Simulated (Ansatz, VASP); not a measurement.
Two plane-wave programs on Ir

The input INCAR:

```
ALGO = Normal ; EDIFF = 1E-7
ENCUT = 520 ; GGA = PS
ISIF = 2 ; ISMEAR = 0
LASPH = True ; LCHARG = True
LELF = True ; LREAL = False
LVHAR = True ; LWAVE = False
NBANDS = 16 ; NELM = 60
PREC = Accurate ; SIGMA = 0.1
```

File KPOINTS:

```
k-points
0
Gamma
  6 6 6
```

The input POSCAR:

```
Ir
1.0
    0.0000000000      3.3022188526      3.3022188526
    3.3022188526      0.0000000000      3.3022188526
    3.3022188526      3.3022188526      0.0000000000
Ir
2
Direct
    0.0000000000      0.0000000000      0.0000000000
    0.2500000000      0.2500000000      0.2500000000
```

Input for Ansatz:

```yaml
crystal:
  lattice:
    - [0.0, 3.3022188526, 3.3022188526]
    - [3.3022188526, 0.0, 3.3022188526]
    - [3.3022188526, 3.3022188526, 0.0]
  atoms:
    - { symbol: Ir, position: [0.0, 0.0, 0.0] }
    - { symbol: Ir, position: [0.25, 0.25, 0.25] }
basis:
  ecutwfc: 420
kpoints:
  mp_grid: { grid: [6, 6, 6] }
hamiltonian:
  xc: pbesol
scf:
  occupations: { method: gaussian, width: 0.1 }
output:
  forces: true
  stress: true
  eigenvalues: true
```

Alike in both runs: task single point; functional PBEsol; k mesh 6 × 6 × 6; occupations gaussian, width 0.1 eV; no spin polarisation.

|  | VASP | Ansatz |
| --- | --- | --- |
| version | VASP 6.6.1 | Ansatz 0.2.0 |
| potentials or method | VASP PAW PBE potentials, release 64 (Ir) | scalar-relativistic, plane waves, PAW |
| plane-wave cutoff (eV) | 520 | 420 |
| valence electrons in the cell | 18 | 34 |

|  | VASP | Ansatz | Ansatz less VASP |
| --- | --- | --- | --- |
| gap on the k mesh at the Fermi level (eV) | none | none | - |
| pressure (GPa) | -26.9 | -27.1 | -0.16 |

A gap of «none» marks a metal or a gap that the smearing closes. The functional is the same, so the differences come from potentials, cutoffs and numerics. The two sets of potentials don't hold the same shells in valence.

Caveats: so large a pressure means that the cell lies far from this level's equilibrium, or that cutoff or potentials fall short (VASP); the potentials were made for another functional, which shifts forces and pressure (VASP). The runs have no spin-orbit coupling, so splittings on Ir are missing.
